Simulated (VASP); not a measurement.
# Si (Fd-3m) in VASP: settings compared, part 2 of 2

VASP 6.6.1. Earlier steps stand in the parts before.

### Step 3. G0W0 quasiparticle levels, PBE

The input, POSCAR:

```
Si
1.0
    0.0000000000      2.7218511865      2.7218511865
    2.7218511865      0.0000000000      2.7218511865
    2.7218511865      2.7218511865      0.0000000000
Si
2
Direct
    0.5000000000      0.5000000000      0.5000000000
    0.7500000000      0.7500000000      0.7500000000
```

The input, INCAR.step1:

```
  PREC = Accurate
  ENCUT = 450
  EDIFF = 1E-8
  ISMEAR = 0
  SIGMA = 0.01
  LREAL = False
  LASPH = True
  NELM = 100
  ALGO = Fast
  LWAVE = True
  LCHARG = False
  GGA = PE
```

The input, INCAR.step2:

```
  PREC = Accurate
  ENCUT = 450
  EDIFF = 1E-8
  ISMEAR = 0
  SIGMA = 0.01
  LREAL = False
  LASPH = True
  NELM = 1
  ALGO = Exact
  LWAVE = True
  LCHARG = False
  GGA = PE
  NBANDS = 34
  LOPTICS = True
  ISTART = 1
```

The input, INCAR.step3:

```
  PREC = Accurate
  ENCUT = 450
  EDIFF = 1E-8
  ISMEAR = 0
  SIGMA = 0.01
  LREAL = False
  LASPH = True
  ALGO = EVGW0
  LWAVE = False
  LCHARG = False
  GGA = PE
  NELMGW = 1
  NBANDS = 34
  ENCUTGW = 170
  NOMEGA = 50
  PRECFOCK = Fast
  ISTART = 1
  NBANDSGW = 12
```

The input, KPOINTS:

```
regular mesh
0
Gamma
  4 4 4
```

Potentials or basis: VASP PAW PBE potentials, release 64 (Si_GW).

Started as:

```
$ cat potpaw_PBE.64/Si_GW/POTCAR > POTCAR
$ cp INCAR.step1 INCAR
$ mpirun -np 1 vasp_std > vasp.out
$ cp INCAR.step2 INCAR
$ mpirun -np 1 vasp_std > vasp.out
$ cp INCAR.step3 INCAR
$ mpirun -np 1 vasp_std > vasp.out
```

OUTCAR:

```text
PREC = Accurate
   ENCUT = 450
   EDIFF = 1E-8
   ISMEAR = 0
   LREAL = False
   LASPH = True
   GGA = PE
   NELMGW = 1
   ENCUTGW = 170
   PRECFOCK = Fast
   ISTART = 1

 ion  position               nearest neighbor table
   1  0.500  0.500  0.500-   2 2.36   2 2.36   2 2.36   2 2.36
   2  0.750  0.750  0.750-   1 2.36   1 2.36   1 2.36   1 2.36

  LATTYP: Found a face centered cubic cell.
 ALAT       =     5.4437023730

  Lattice vectors:

 A1 = (   0.0000000000,   2.7218511865,   2.7218511865)
 A2 = (   2.7218511865,   0.0000000000,   2.7218511865)
 A3 = (   2.7218511865,   2.7218511865,   0.0000000000)

Analysis of symmetry for initial positions (statically):
[... 151 lines left out ...]
   ENCUTGWSOFT         = 136.0    soft cutoff for Coulomb kernel in GW response function in eV
   ENCUTLF             =  -1.0    cutoff for local field effects
   NELMGW              =     1    number of iterations in solving QP/BSE equation
   NELMHF              =     1    number of iterations in the inner HF iteration
   NKREDLFX            =     1    NKREDLFY  =   1   NKREDLFZ  =   1
 non-spin polarized calculation
 Gauss-broadening in eV      SIGMA  =   0.01
  energy-cutoff  :      450.00
  volume of cell :       40.33
 maximum number of plane-waves:       893
 NGX is ok and might be reduce to    28
  NGX = 16; NGY = 16; NGZ = 16
   NGX = 13   NGY = 13   NGZ = 13
 maximum number of plane-waves:       210

 QP shifts <psi_nk| G(iteration)W_0 |psi_nk>: iteration 1
 for sc-GW calculations column KS-energies equals QP-energies in previous step
 and V_xc(KS)=  KS-energies - (<T + V_ion + V_H > + <T+V_H+V_ion>^1  + <V_x>^1)

 k-point   1 :       0.0000    0.0000    0.0000
  band No.  KS-energies  QP-energies   sigma(KS)   V_xc(KS)     V^pw_x(r,r')   Z            occupation Imag(sigma)

      1      -6.4847      -6.7116     -10.7758     -10.4406     -17.4669       0.6769       2.0000       1.2419
      2       5.4367       5.3400     -11.5288     -11.4016     -13.0150       0.7603       2.0000       0.0538
      3       5.4367       5.3400     -11.5288     -11.4016     -13.0150       0.7603       2.0000       0.0538
      4       5.4367       5.3400     -11.5288     -11.4016     -13.0150       0.7603       2.0000       0.0538
      5       7.9779       8.4840      -9.4142     -10.0847      -5.5644       0.7548       0.0000      -0.0940
      6       7.9779       8.4840      -9.4142     -10.0847      -5.5644       0.7548       0.0000      -0.0940
      7       7.9779       8.4840      -9.4142     -10.0847      -5.5644       0.7548       0.0000      -0.0940
      8       8.7173       9.3561     -10.1931     -11.0474      -5.8596       0.7477       0.0000      -0.1138
      9      13.1363      13.7917      -9.1122      -9.9890      -4.1863       0.7476       0.0000      -0.2651
     10      13.1363      13.7917      -9.1122      -9.9890      -4.1863       0.7476       0.0000      -0.2651
     11      13.3639      13.4203      -7.6325      -7.7060      -2.5880       0.7678       0.0000      -0.3200
     12      16.6395      16.8509      -8.0311      -8.3080      -2.2329       0.7636       0.0000      -0.6330
[... 100 lines left out ...]
      1      -2.2022      -2.3834     -11.2420     -10.9802     -16.0628       0.6923       2.0000       0.5513
      2      -2.2022      -2.3834     -11.2420     -10.9802     -16.0628       0.6923       2.0000       0.5513
      3       1.6015       1.3312     -10.3761     -10.0065     -12.9031       0.7315       2.0000       0.1398
      4       1.6015       1.3312     -10.3761     -10.0065     -12.9031       0.7315       2.0000       0.1398
      5       9.6977      10.0596      -9.0881      -9.5652      -4.8833       0.7587       0.0000      -0.1470
      6       9.6977      10.0596      -9.0881      -9.5652      -4.8833       0.7587       0.0000      -0.1470
      7      10.3986      10.9361      -9.3864     -10.1070      -4.6788       0.7459       0.0000      -0.1907
      8      10.3986      10.9361      -9.3864     -10.1070      -4.6788       0.7459       0.0000      -0.1907
      9      15.9633      16.5718      -9.8535     -10.6909      -3.8811       0.7266       0.0000      -0.6039
     10      15.9633      16.5718      -9.8535     -10.6909      -3.8811       0.7266       0.0000      -0.6039
     11      18.4037      19.0518      -9.5485     -10.4242      -3.3866       0.7401       0.0000      -0.8169
     12      18.4037      19.0518      -9.5485     -10.4242      -3.3866       0.7401       0.0000      -0.8169
```

OUTCAR.step1:

```text
PREC = Accurate
   ENCUT = 450
   EDIFF = 1E-8
   ISMEAR = 0
   LREAL = False
[... 295 lines left out ...]
      2.72185      2.72185      2.72185        -0.000000      0.000000     -0.000000
      4.08278      4.08278      4.08278         0.000000     -0.000000      0.000000
 -----------------------------------------------------------------------------------
    total drift:                                0.000000      0.000000     -0.000000

  FREE ENERGIE OF THE ION-ELECTRON SYSTEM (eV)
  ---------------------------------------------------
  free  energy   TOTEN  =       -10.6554443803 eV

  energy  without entropy=      -10.6554443803  energy(sigma->0) =      -10.65544438
```

It took 47 s on 1 thread of Intel Xeon Platinum 8259CL at 2.50GHz (Skylake/Cascade Lake), shared host; peak memory 0.3 GiB.

Results:

```
Band gap on the k mesh, mean-field level : 0.71 eV, indirect (least direct gap 2.54 eV)
Quasiparticle gap                        : 1.09 eV
Least direct quasiparticle gap           : 3.14 eV
```

Caveat: the k mesh is coarse (spacing up to 0.50 Å⁻¹), so the values aren't converged; bands, screening cutoff and mesh are small and nothing is extrapolated, so the quasiparticle values aren't converged. A k mesh can miss the band edges.

### Step 4. G0W0 quasiparticle levels, LDA

POSCAR is that of step 3.

INCAR.step1, as its differences from that of step 3:

```diff
@@ -11,2 +11,2 @@
   LCHARG = False
-  GGA = PE
+  GGA = CA
```

INCAR.step2, as its differences from that of step 3:

```diff
@@ -11,4 +11,4 @@
   LCHARG = False
-  GGA = PE
-  NBANDS = 34
+  GGA = CA
+  NBANDS = 124
   LOPTICS = True
```

INCAR.step3, as its differences from that of step 3:

```diff
@@ -10,6 +10,6 @@
   LCHARG = False
-  GGA = PE
+  GGA = CA
   NELMGW = 1
-  NBANDS = 34
-  ENCUTGW = 170
+  NBANDS = 124
+  ENCUTGW = 120
   NOMEGA = 50
```

KPOINTS is that of step 3.

Potentials or basis: VASP PAW LDA potentials, release 64 (Si_GW).

Started as:

```
$ cat potpaw_LDA.64/Si_GW/POTCAR > POTCAR
$ cp INCAR.step1 INCAR
$ mpirun -np 1 vasp_std > vasp.out
$ cp INCAR.step2 INCAR
$ mpirun -np 1 vasp_std > vasp.out
$ cp INCAR.step3 INCAR
$ mpirun -np 1 vasp_std > vasp.out
```

OUTCAR:

```text
PREC = Accurate
   ENCUT = 450
   EDIFF = 1E-8
   ISMEAR = 0
   LREAL = False
   LASPH = True
   GGA = CA
   NELMGW = 1
   ENCUTGW = 120
   PRECFOCK = Fast
   ISTART = 1

 ion  position               nearest neighbor table
   1  0.500  0.500  0.500-   2 2.36   2 2.36   2 2.36   2 2.36
   2  0.750  0.750  0.750-   1 2.36   1 2.36   1 2.36   1 2.36

  LATTYP: Found a face centered cubic cell.
 ALAT       =     5.4437023730

  Lattice vectors:

 A1 = (   0.0000000000,   2.7218511865,   2.7218511865)
 A2 = (   2.7218511865,   0.0000000000,   2.7218511865)
 A3 = (   2.7218511865,   2.7218511865,   0.0000000000)

Analysis of symmetry for initial positions (statically):
=====================================================================
 Subroutine PRICEL returns:
 Original cell was already a primitive cell.

 Routine SETGRP: Setting up the symmetry group for a
 face centered cubic supercell.

 Subroutine GETGRP returns: Found 48 space group operations
 (whereof 24 operations were pure point group operations)
 out of a pool of 48 trial point group operations.

The static configuration has the point symmetry T_d .
 The point group associated with its full space group is O_h .

Analysis of symmetry for dynamics (positions and initial velocities):
=====================================================================
 Subroutine PRICEL returns:
 Original cell was already a primitive cell.

 Routine SETGRP: Setting up the symmetry group for a
 face centered cubic supercell.

 Subroutine GETGRP returns: Found 48 space group operations
 (whereof 24 operations were pure point group operations)
 out of a pool of 48 trial point group operations.

The dynamic configuration has the point symmetry T_d .
 The point group associated with its full space group is O_h .

 Subroutine INISYM returns: Found 48 space group operations
 (whereof 24 operations are pure point group operations),
 and found     1 'primitive' translations

----------------------------------------------------------------------------------------

                                     Primitive cell

  volume of cell :      40.3295

  direct lattice vectors                    reciprocal lattice vectors
     0.000000000  2.721851186  2.721851186    -0.183698507  0.183698507  0.183698507
     2.721851186  0.000000000  2.721851186     0.183698507 -0.183698507  0.183698507
     2.721851186  2.721851186  0.000000000     0.183698507  0.183698507 -0.183698507

  length of vectors
     3.849278863  3.849278863  3.849278863     0.318175148  0.318175148  0.318175148

  position of ions in fractional coordinates (direct lattice)
     0.500000000  0.500000000  0.500000000
     0.750000000  0.750000000  0.750000000

  ion indices of the primitive-cell ions
   primitive index   ion index
                 1           1
                 2           2

[... 22 lines left out ...]
 ===========================================

 Found      8 irreducible k-points:

 Following reciprocal coordinates:
            Coordinates               Weight
  0.000000  0.000000  0.000000      1.000000
  0.250000  0.000000  0.000000      8.000000
  0.500000  0.000000  0.000000      4.000000
  0.250000  0.250000  0.000000      6.000000
  0.500000  0.250000  0.000000     24.000000
 -0.250000  0.250000  0.000000     12.000000
  0.500000  0.500000  0.000000      3.000000
 -0.250000  0.500000  0.250000      6.000000
   k-points           NKPTS =      8   k-points in BZ     NKDIM =     64   number of bands    NBANDS=    124
   number of dos      NEDOS =    301   number of ions     NIONS =      2
   total plane-waves  NPLWV =  21952
   dimension x,y,z NGX =    28 NGY =   28 NGZ =   28
   dimension x,y,z NGXF=    56 NGYF=   56 NGZF=   56
   ions per type =               2
   NGX,Y,Z   is equivalent  to a cutoff of  12.09, 12.09, 12.09 a.u.
   NGXF,Y,Z  is equivalent  to a cutoff of  24.19, 24.19, 24.19 a.u.
 SYSTEM =  unknown system
   PREC   = accura    normal or accurate (medium, high low for compatibility)
   ISTART =      1    job   : 0-new  1-cont  2-samecut
   ICHARG =      0    charge: 1-file 2-atom 10-const
   ISPIN  =      1    spin polarized calculation?
   LNONCOLLINEAR =      F non collinear calculations
   LSORBIT =      F    spin-orbit coupling
   LASPH  =      T    aspherical Exc in radial PAW
   ENCUT  =  450.0 eV  33.07 Ry    5.75 a.u.   6.66  6.66  6.66*2*pi/ulx,y,z
   NELM   =     60;   NELMIN=  2; NELMDL=  0     # of ELM steps
   EDIFF  = 0.1E-07   stopping-criterion for ELM
   LREAL  =      F    real-space projection
   EDIFFG = 0.1E-06   stopping-criterion for IOM
   NSW    =      0    number of steps for IOM
   IBRION =     -1    ionic relax: 0-MD 1-quasi-New 2-CG
   NFREE  =      0    steps in history (QN), initial steepest desc. (CG)
   ISIF   =      0    stress and relaxation
   ISYM   =      3    0-nonsym 1-usesym 2-fastsym
   POTIM  = 0.5000    time-step for ionic-motion
   TEBEG  =    0.0;   TEEND  =   0.0 temperature during run
   PSTRESS=    0.0 pullay stress
   NELECT =       8.0000    total number of electrons
   NUPDOWN=      -1.0000    fix difference up-down
   EMIN   =  10.00;   EMAX   =-10.00  energy-range for DOS
   EFERMI =   0.00;   METHOD = LEGACY
   ISMEAR =     0;   SIGMA  =   0.01  broadening in eV -4-tet -1-fermi 0-gaus
   EFERMI_NEDOS =   21; number of points for ismear=-14 and -15
   IALGO  =     38    algorithm
   IMIX   =      4    mixing-type and parameters
     AMIX     =   0.40;   BMIX     =  1.00
     AMIX_MAG =   1.60;   BMIX_MAG =  1.00
  volume/ion in A,a.u.               =      20.16       136.08
  Fermi-wavevector in a.u.,A,eV,Ry     =   0.954766  1.804247 12.402783  0.911579
  Thomas-Fermi vector in A             =   2.083543
   LORBIT       =      0    0 simple, 1 ext, 2 COOP (PROOUT), +10 PAW based schemes
   GGA     = CA    functional components
   LHFCALC =     T    Hartree Fock is set to
   PRECFOCK=fast      Normal, Fast or Accurate (Low or Medium for compatibility)
   ENCUT4O =  -1.0   cutoff for four orbital integrals eV
   NKREDX  =     1    reduce k-point grid by
   NKREDY  =     1    reduce k-point grid by
   NKREDZ  =     1    reduce k-point grid by
   AEXX    =    1.0000 exact exchange contribution
   HFSCREEN=    0.0000 screening length (either q_TF or 0.3 A-1)
   HFSCREENC=   0.0000 screening length for correlation (either q_TF or 0.3 A-1)
   ENCUTFOCK=  -1.0 apply spherical cutoff to Coloumb kernel
   IVDW    =     0    specifies the selected vdW correction
   LEPSILON=     F    determine dielectric tensor
   LRPA    =     F    only Hartree local field effects (RPA)
   LRPAFORCE           =     F    calculate RPA forces
   ENCUTGW             = 120.0    cutoff for response function in eV
   ENCUTGWSOFT         =  96.0    soft cutoff for Coulomb kernel in GW response function in eV
   ENCUTLF             =  -1.0    cutoff for local field effects
   NELMGW              =     1    number of iterations in solving QP/BSE equation
   NELMHF              =     1    number of iterations in the inner HF iteration
   NKREDLFX            =     1    NKREDLFY  =   1   NKREDLFZ  =   1
 non-spin polarized calculation
 Gauss-broadening in eV      SIGMA  =   0.01
  energy-cutoff  :      450.00
  volume of cell :       40.33
 maximum number of plane-waves:       893
 NGX is ok and might be reduce to    28
  NGX = 16; NGY = 16; NGZ = 16
   NGX = 13   NGY = 13   NGZ = 13
 maximum number of plane-waves:       125
 NGX is ok and might be reduce to    14

 QP shifts <psi_nk| G(iteration)W_0 |psi_nk>: iteration 1
 for sc-GW calculations column KS-energies equals QP-energies in previous step
 and V_xc(KS)=  KS-energies - (<T + V_ion + V_H > + <T+V_H+V_ion>^1  + <V_x>^1)

 k-point   1 :       0.0000    0.0000    0.0000
  band No.  KS-energies  QP-energies   sigma(KS)   V_xc(KS)     V^pw_x(r,r')   Z            occupation Imag(sigma)

      1      -6.5306      -6.8929     -11.1229     -10.5869     -17.4474       0.6760       2.0000       1.2101
      2       5.3927       5.0451     -12.0110     -11.5540     -12.9655       0.7605       2.0000       0.0918
      3       5.3927       5.0451     -12.0110     -11.5540     -12.9655       0.7605       2.0000       0.0918
      4       5.3927       5.0451     -12.0110     -11.5540     -12.9655       0.7605       2.0000       0.0918
      5       7.8953       8.1883      -9.9087     -10.2964      -5.5682       0.7559       0.0000      -0.0555
      6       7.8953       8.1883      -9.9087     -10.2964      -5.5682       0.7559       0.0000      -0.0555
      7       7.8953       8.1883      -9.9087     -10.2964      -5.5682       0.7559       0.0000      -0.0555
      8       8.5137       8.9970     -10.7169     -11.3635      -5.9215       0.7475       0.0000      -0.0768
      9      13.0057      13.1162      -8.0517      -8.1953      -2.6289       0.7695       0.0000      -0.2762
     10      13.1026      13.4191      -9.7120     -10.1424      -4.1597       0.7354       0.0000      -0.1793
     11      13.1026      13.4191      -9.7120     -10.1424      -4.1597       0.7354       0.0000      -0.1793
     12      16.4386      16.5861      -8.4329      -8.6278      -2.2391       0.7564       0.0000      -0.5156
[... 100 lines left out ...]
      1      -2.2422      -2.6000     -11.6451     -11.1308     -16.0457       0.6957       2.0000       0.5500
      2      -2.2422      -2.6000     -11.6451     -11.1308     -16.0457       0.6957       2.0000       0.5500
      3       1.5231       1.1082     -10.7416     -10.1724     -12.8475       0.7290       2.0000       0.1475
      4       1.5231       1.1082     -10.7416     -10.1724     -12.8475       0.7290       2.0000       0.1475
      5       9.5559       9.7714      -9.5351      -9.8203      -4.8887       0.7559       0.0000      -0.0946
      6       9.5559       9.7714      -9.5351      -9.8203      -4.8887       0.7559       0.0000      -0.0946
      7      10.2752      10.6109      -9.9033     -10.3583      -4.6918       0.7379       0.0000      -0.1351
      8      10.2752      10.6109      -9.9033     -10.3583      -4.6918       0.7379       0.0000      -0.1351
      9      15.8215      16.1740     -10.4802     -10.9627      -3.8744       0.7307       0.0000      -0.5411
     10      15.8215      16.1740     -10.4802     -10.9627      -3.8744       0.7307       0.0000      -0.5411
     11      18.2555      18.6160     -10.1854     -10.6780      -3.3773       0.7319       0.0000      -0.7251
     12      18.2555      18.6160     -10.1854     -10.6780      -3.3773       0.7319       0.0000      -0.7251
```

Wall time 77 s (1 thread of Intel Xeon Platinum 8259CL at 2.50GHz (Skylake/Cascade Lake), shared host); peak memory 0.31 GiB.

What came out:

```yaml
Band_gap_on_the_k_mesh_mean-field_level: 0.59 eV, indirect (least direct gap 2.50 eV)
Quasiparticle_gap: 1.12 eV
Least_direct_quasiparticle_gap: 3.14 eV
```

Caveat: the k mesh is coarse (spacing up to 0.50 Å⁻¹), so the values aren't converged; bands, screening cutoff and mesh are small and nothing is extrapolated, so the quasiparticle values aren't converged.
